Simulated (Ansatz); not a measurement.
# ZrO2 with an O vacancy: gradients before and after relaxing the atoms

Start: a supercell of ZrO2 (baddeleyite type, P2_1/c) built from a COD entry (perhaps calculated rather than measured), with all atoms left at the host's positions.

```
CELL_PARAMETERS angstrom
-0.84776 5.20230 5.25516
4.30094 0.00000 5.25516
5.14870 5.20230 0.00000
ATOMIC_POSITIONS crystal
Zr 0.98625 0.22275 0.05345
Zr 0.48625 0.72275 0.55345
Zr 0.05345 0.23755 0.48625
Zr 0.55345 0.73755 0.98625
Zr 0.51375 0.27725 0.44655
Zr 0.01375 0.77725 0.94655
Zr 0.44655 0.26245 0.01375
Zr 0.94655 0.76245 0.51375
O 0.39305 0.08615 0.36285
O 0.89305 0.58615 0.86285
O 0.86285 0.15795 0.39305
O 0.36285 0.65795 0.89305
O 0.10695 0.41385 0.13715
O 0.60695 0.91385 0.63715
O 0.63715 0.34205 0.10695
O 0.13715 0.84205 0.60695
O 0.80420 0.54210 0.52730
O 0.02730 0.12640 0.80420
O 0.52730 0.62640 0.30420
O 0.19580 0.45790 0.47270
O 0.69580 0.95790 0.97270
O 0.47270 0.37360 0.69580
O 0.97270 0.87360 0.19580
```

Atom numbers follow the list; atoms alike are taken as one site, whose name carries the number of the first.

The numbers come from a DFT calculation in Ansatz (PBE, plane waves and PAW, scalar-relativistic, 420 eV cutoff, Γ-centred 3×3×3 k-points, Fermi–Dirac smearing 0.01 eV, cell charge +2).

The largest force at the start is 3.9 eV/Å. Relaxing the ions at fixed cell moves them by 0.419 Å at most (atom 23, O) and 0.165 Å rms.

```csv
site,atom,moved (Å),first shell before,first shell after,V_zz before (10²¹ V/m²),η before
Zr1,1,0.124,6 O at 2.06–2.27 Å,6 O at 2.06–2.15 Å,24.5,0.32
Zr3,3,0.016,7 O at 2.05–2.27 Å,7 O at 2.07–2.37 Å,5.59,0.10
Zr4,4,0.118,6 O at 2.05–2.27 Å,6 O at 2.04–2.20 Å,25.0,0.39
Zr5,5,0.101,7 O at 2.05–2.27 Å,7 O at 2.03–2.27 Å,5.13,0.57
Zr6,6,0.023,7 O at 2.05–2.27 Å,7 O at 2.10–2.38 Å,5.01,0.39
Zr7,7,0.176,6 O at 2.05–2.27 Å,6 O at 2.03–2.24 Å,20.9,0.15
Zr8,8,0.041,7 O at 2.05–2.27 Å,7 O at 2.06–2.29 Å,5.58,0.11
O9,9,0.031,4 Zr at 2.15–2.27 Å,4 Zr at 2.14–2.26 Å,1.54,0.54
O10,10,0.032,4 Zr at 2.15–2.27 Å,4 Zr at 2.04–2.29 Å,2.26,0.35
O11,11,0.038,4 Zr at 2.15–2.27 Å,4 Zr at 2.12–2.27 Å,1.53,0.93
O12,12,0.046,4 Zr at 2.15–2.27 Å,4 Zr at 2.13–2.26 Å,1.35,0.61
O15,15,0.079,4 Zr at 2.15–2.27 Å,4 Zr at 2.06–2.23 Å,3.12,0.50
O17,17,0.283,3 Zr at 2.05–2.16 Å,3 Zr at 2.05–2.16 Å,0.76,0.47
O18,18,0.159,3 Zr at 2.05–2.16 Å,3 Zr at 2.06–2.12 Å,1.46,0.91
O20,20,0.165,3 Zr at 2.05–2.16 Å,3 Zr at 2.03–2.12 Å,0.73,0.67
O23,23,0.419,3 Zr at 2.05–2.16 Å,3 Zr at 2.09–2.12 Å,2.14,0.58
```

Question: What are V_zz and η after the relaxation?

Answer: 

| site | atom | V_zz after | η after | change of V_zz |
| --- | --- | --- | --- | --- |
| Zr1 | 1 | 17.60 | 0.28 | -6.87 |
| Zr3 | 3 | 7.19 | 0.49 | +1.60 |
| Zr4 | 4 | 19.98 | 0.09 | -4.99 |
| Zr5 | 5 | 6.85 | 0.31 | +1.72 |
| Zr6 | 6 | -8.02 | 0.46 | – |
| Zr7 | 7 | -11.73 | 0.94 | – |
| Zr8 | 8 | -6.03 | 0.41 | – |
| O9 | 9 | 1.10 | 0.48 | – |
| O10 | 10 | 1.57 | 0.98 | -0.69 |
| O11 | 11 | -1.09 | 0.10 | – |
| O12 | 12 | 1.83 | 0.43 | +0.48 |
| O15 | 15 | 1.41 | 0.55 | -1.71 |
| O17 | 17 | 0.61 | 1.00 | – |
| O18 | 18 | -0.71 | 0.40 | – |
| O20 | 20 | 0.70 | 0.75 | -0.03 |
| O23 | 23 | 1.82 | 0.80 | -0.32 |

The largest change of V_zz along a kept axis is on Zr1, from 24.5 to 17.60. The whole tensor moves most on Zr7, by 11.02 along its most changed direction. In per cent, |V_zz| changes by -28 to +33 on Zr, -55 to +35 on O (all sites that start above 0.5, bar those whose gradient vanishes or changes sign or whose main axis turns by over 40°). Where |V_zz| stays above 0.1 and the axes keep their order, η moves most on Zr3, from 0.10 to 0.49. On O15, O10, O12, O20 V_xx and V_yy change places (or their axes turn by over 50°), so the two values of η hide a larger change. On Zr7, Zr8, Zr6, O9, O11, O18, O17, O16 (not all in the table) the largest principal value lies along another axis in the second run, so the two V_zz can't be compared directly. The table leaves out 7 of the 23 sites, with |V_zz| up to 4.74; their tensors move by 1.82 at most along any direction. The statements above cover all sites. The host's own positions weren't relaxed first, so part of the change far from the defect can be the host's relaxation.

The defect repeats with the cell of 23 atoms, so it feels its images: sites between two images don't show the values beside a lone defect, and zeros or small values of η there can come from the images' arrangement. O and Zr carry a gradient in the pure host already, so the values there aren't the defect's effect alone. A uniform background compensates the cell's charge. Without spin–orbit coupling (the program notes it for Zr) the gradients are little affected as a rule: paired runs on crystals with a gap mostly move them by under 2 % at such atoms.
Before: The cell keeps the host's lattice, where the PBE pressure is 7 GPa (in a charged cell this depends on the convention for the mean potential). The neighbours have not yet relaxed around the defect (largest force 3.9 eV/Å), so the values at and beside it are those of a strained start, not of the defect in a real crystal.
After: The cell keeps the host's lattice, where the PBE pressure is 9 GPa (in a charged cell this depends on the convention for the mean potential).
